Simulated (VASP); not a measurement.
# SiC: convergence, energy and pressure at two fixed cells

SiC, R3m (no. 160), 2 atoms in the cell. RVV10; PAW potentials Si, C (PBE set). VASP 6.6.1.

Wanted: energy difference within 1 meV/atom; pressure within 0.1 GPa; forces within 0.005 eV/Å; gap on the mesh within 0.01 eV.

Second cell: the given cell, volume scaled by 1.03.

The series start from ENCUT (eV): 520; k mesh: 7 x 7 x 7; PREC and ADDGRID: Accurate; LASPH: yes; EDIFF (eV): 1e-7; ALGO and mixing: Normal; LREAL: no; GGA_COMPAT: no. Each series keeps the choices made before it, and each single choice may use up half of a tolerance. Times cover all steps of a run.

## ENCUT (eV)

| ENCUT (eV) | Energy difference (meV/atom) | Pressure (GPa) | Forces, largest deviation (eV/Å) | Gap on the mesh (eV) | Time (s) |
|---|---|---|---|---|---|
| 300 | -18.8 | -2.49 | 0.0061 | 1.666 | 22 |
| 350 | -17.4 | 2.36 | 0.0041 | 1.682 | 31 |
| 400 | -17.9 | 4.70 | 0.0008 | 1.668 | 31 |
| 450 | -17.5 | 5.72 | 0.0002 | 1.674 | 57 |
| 520 | -17.5 | 5.93 | 0.0002 | 1.674 | 50 |
| 600 | -17.5 | 5.80 | 0.0002 | 1.675 | 84 |
| 700 | -17.4 | 5.76 | 0.0002 | 1.676 | 82 |
| 800 | -17.4 | 5.84 | 0.0001 | 1.676 | 95 |
| 900 | -17.4 | 5.89 | 0.0000 | 1.676 | 111 |
| 1000 | -17.3 | 5.90 | 0.0000 | 1.676 | 129 |
| 1200 (reference) | -17.3 | 5.88 | 0.0000 | 1.676 | 180 |

Chosen: 800, the loosest value from which every tighter one stays within half of the tolerance.

## k mesh

| k mesh | Energy difference (meV/atom) | Pressure (GPa) | Forces, largest deviation (eV/Å) | Gap on the mesh (eV) | Time (s) |
|---|---|---|---|---|---|
| 4 x 4 x 4 | -17.9 | 6.13 | 0.0032 | 1.396 | 92 |
| 5 x 5 x 5 | -17.5 | 5.91 | 0.0012 | 1.885 | 92 |
| 7 x 7 x 7 | -17.4 | 5.84 | 0.0002 | 1.676 | 95 |
| 9 x 9 x 9 | -17.3 | 5.83 | 0.0000 | 1.585 | 106 |
| 12 x 12 x 12 (reference) | -17.3 | 5.83 | 0.0000 | 1.444 | 140 |

Chosen: 12 x 12 x 12; the next looser run is off by more than half of the tolerance, so convergence isn't shown beyond this value.

## PREC and ADDGRID

| PREC and ADDGRID | Energy difference (meV/atom) | Pressure (GPa) | Forces, largest deviation (eV/Å) | Gap on the mesh (eV) | Time (s) |
|---|---|---|---|---|---|
| Low | -17.3 | 5.82 | 0.0001 | 1.444 | 23 |
| Normal | -17.3 | 5.83 | 0.0000 | 1.444 | 79 |
| Accurate | -17.3 | 5.83 | 0.0000 | 1.444 | 140 |
| Accurate, ADDGRID (reference) | -17.3 | 5.83 | 0.0000 | 1.444 | 157 |

Chosen: Low.

## LASPH

| LASPH | Energy difference (meV/atom) | Pressure (GPa) | Forces, largest deviation (eV/Å) | Gap on the mesh (eV) | Time (s) |
|---|---|---|---|---|---|
| no | -17.3 | 5.82 | 0.0012 | 1.444 | 19 |
| yes (reference) | -17.3 | 5.82 | 0.0000 | 1.444 | 23 |

Chosen: no.

## EDIFF (eV)

| EDIFF (eV) | Energy difference (meV/atom) | Pressure (GPa) | Forces, largest deviation (eV/Å) | Gap on the mesh (eV) | Time (s) |
|---|---|---|---|---|---|
| 0.0001 | -17.3 | 5.77 | 0.0006 | 1.440 | 15 |
| 1e-5 | -17.3 | 5.83 | 0.0002 | 1.444 | 16 |
| 1e-6 | -17.3 | 5.82 | 0.0000 | 1.444 | 18 |
| 1e-7 | -17.3 | 5.82 | 0.0000 | 1.444 | 19 |
| 1e-8 (reference) | -17.3 | 5.82 | 0.0000 | 1.444 | 18 |

Chosen: 0.0001.

## ALGO and mixing

| ALGO and mixing | Energy difference (meV/atom) | Pressure (GPa) | Forces, largest deviation (eV/Å) | Gap on the mesh (eV) | Time (s) |
|---|---|---|---|---|---|
| Normal | -17.3 | 5.77 | 0.0000 | 1.440 | 15 |
| Fast | -17.3 | 5.79 | 0.0008 | 1.442 | 14 |
| All | -17.3 | 5.84 | 0.0006 | 1.444 | 16 |
| Damped, TIME 0.4 | -17.3 | 5.79 | 0.0008 | 1.453 | 19 |

Chosen: Normal; no other choice that stays within half of the tolerance saves 30 % of the time.

## LREAL

| LREAL | Energy difference (meV/atom) | Pressure (GPa) | Forces, largest deviation (eV/Å) | Gap on the mesh (eV) | Time (s) |
|---|---|---|---|---|---|
| no | -17.3 | 5.77 | 0.0000 | 1.440 | 15 |
| Auto | -13.5 | 4.11 | 0.0944 | 1.437 | 15 |

Chosen: no.

## GGA_COMPAT

| GGA_COMPAT | Energy difference (meV/atom) | Pressure (GPa) | Forces, largest deviation (eV/Å) | Gap on the mesh (eV) | Time (s) |
|---|---|---|---|---|---|
| no | -17.3 | 5.77 | 0.0000 | 1.440 | 15 |
| yes | -17.3 | 5.77 | 0.0000 | 1.440 | 13 |

Chosen: no.

## All choices together

| Input | Energy difference (meV/atom) | Pressure (GPa) | Forces, largest deviation (eV/Å) | Gap on the mesh (eV) | Time (s) |
|---|---|---|---|---|---|
| program defaults, coarse mesh (naive) | -17.6 | 4.79 | 0.0015 | 1.873 | 9.7 |
| chosen settings | -17.3 | 5.77 | 0.0020 | 1.440 | 15 |
| reference settings throughout | -17.3 | 5.87 | 0.0000 | 1.444 | 236 |

The chosen settings stay within the tolerance of the reference run, but the reference itself isn't shown to be converged in: k mesh.

Values of the reference run: Forces: 0.6106, 0.6106, 0.6106, -0.6106, -0.6106, -0.6106 eV/Å.

## The input

INCAR:
```
SYSTEM = SiC
  ALGO = Normal
  BPARAM = 6.3
  CPARAM = 0.0093
  EDIFF = 1E-4
  ENCUT = 800
  GGA = ML
  GGA_COMPAT = .False.
  ISIF = 2
  ISMEAR = 0
  IVDW_NL = 2
  KPAR = 4
  LASPH = .False.
  LCHARG = .False.
  LREAL = .False.
  LUSE_VDW = .True.
  LWAVE = .False.
  NBANDS = 11
  NELM = 150
  PREC = Low
  SIGMA = 0.02
```

KPOINTS:
```
Automatic mesh
0
Gamma
  12 12 12
  0 0 0
```

POSCAR.step1:
```
SiC
1.0
    0.0000000000      2.2005756606      2.2005756606
    2.2005756606      0.0000000000      2.2005756606
    2.2005756606      2.2005756606      0.0000000000
Si C
1 1
Direct
    0.0000000000      0.0000000000      0.0000000000
    0.7500000000      0.7500000000      0.7500000000
```

POSCAR.step2:
```
SiC
1.0
    0.0000000000      2.1790000000      2.1790000000
    2.1790000000      0.0000000000      2.1790000000
    2.1790000000      2.1790000000      0.0000000000
Si C
1 1
Direct
    0.0000000000      0.0000000000      0.0000000000
    0.7566240300      0.7566240300      0.7566240300
```

Commands (each step's output is kept before the next begins):
```
cat potpaw_PBE.64/Si/POTCAR potpaw_PBE.64/C/POTCAR > POTCAR
cp POSCAR.step1 POSCAR
mpirun -np 4 vasp_std > vasp.out
rm WAVECAR CHG
cp POSCAR.step2 POSCAR
mpirun -np 4 vasp_std > vasp.out
```

Limits: One atom is displaced by 0.05 Å on purpose; pressure, forces and gap belong to that cell (POSCAR.step2), and the energy difference is that of POSCAR.step1 less this one, displacement or strain included.

The chosen input took VASP 6.6.1 15 s on 4 cores (Intel Xeon Platinum 8259CL @ 2.50GHz (Skylake/Cascade Lake)), a shared host.

## An input that fails: cutoff far too low

It runs to its end, but against the unchanged starting input it is off by 38.6 meV/atom in the energy difference, 39.17 GPa in the pressure, 0.0256 eV/Å in the forces, 1.185 eV in the gap on the mesh.

Changes against the starting input:
```
(all steps)
- ENCUT = 520
+ ENCUT = 150
```
